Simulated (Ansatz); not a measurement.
## Levels of theory for KCl (Fm-3m)

All numbers come from Ansatz 0.2.0. The values are computed, spin-unpolarised, and not measurements.

KCl (Fm-3m) from a database of computed structures, relaxed with r2SCAN. The symmetry is Fm-3m (No. 225, cubic); conventional cell a = 6.290 Å, 31.10 Å³ an atom. Around K lie 6 Cl at 3.14 Å; around Cl lie 6 K at 3.14 Å.

On this one geometry the levels give:
```csv
level,k mesh,gap (eV),kind,edges,least direct gap (eV)
LDA,8×8×8,4.75,direct,Γ,4.75
PBE,8×8×8,5.19,direct,Γ,5.19
r2SCAN,8×8×8,5.83,direct,Γ,5.83
r2SCANh,6×6×6,6.52,direct,Γ,6.52
HSE06,6×6×6,6.50,direct,Γ,6.50
DDH-PBE0,6×6×6,8.75,direct,Γ,8.75
PBE0,6×6×6,7.24,direct,Γ,7.24
LC-ωPBE,6×6×6 alone,11.92,direct,Γ,11.92
"G0W0@PBE (185 empty bands, 120 eV, 4×4×4)",4×4×4,7.88,–,Γ (mesh),–
"G0W0@PBE (460 empty bands, 220 eV, 4×4×4)",4×4×4,8.03,–,Γ (mesh),–
```
PBE: smearing of 0.02 eV; the others have fixed occupations.
Wave cutoffs: 420 eV, 500 eV (r2SCAN, r2SCANh).
A mesh marked alone had no extra points solved.
The G0W0 gap is PBE's gap over the path plus the quasiparticle shift read on the mesh. G0W0 values are finite-basis, finite-mesh values.

With HSE06 the gap is 6.50 eV and direct, at Γ.

r2SCAN covers 49 % of the step from PBE to HSE06. Among these functionals the gap stays direct.

r2SCAN (ground state on 6×6×6): The electronic dielectric tensor ε∞ is 2.25 in all directions. Born charges, averaged over directions: K +1.11, Cl -1.11 e. PBE (ground state on 6×6×6): The clamped-ion dielectric constant comes out as 2.32 in all directions. Born charges, averaged over directions: K +1.13, Cl -1.13 e.

On the PBEsol cell (a = 6.243 Å), with PBEsol: The optical mode at Γ lies at 138 cm⁻¹ without the longitudinal term. With the long-range field the highest mode reaches 205 cm⁻¹. The electronic dielectric tensor ε∞ is 2.38 in all directions. With the ions relaxed, ε⁰ is 5.3 in all directions. Born charges, averaged over directions: K +1.12, Cl -1.12 e.

The meshes of the hybrids are coarse, so their gaps aren't converged to the digits shown.
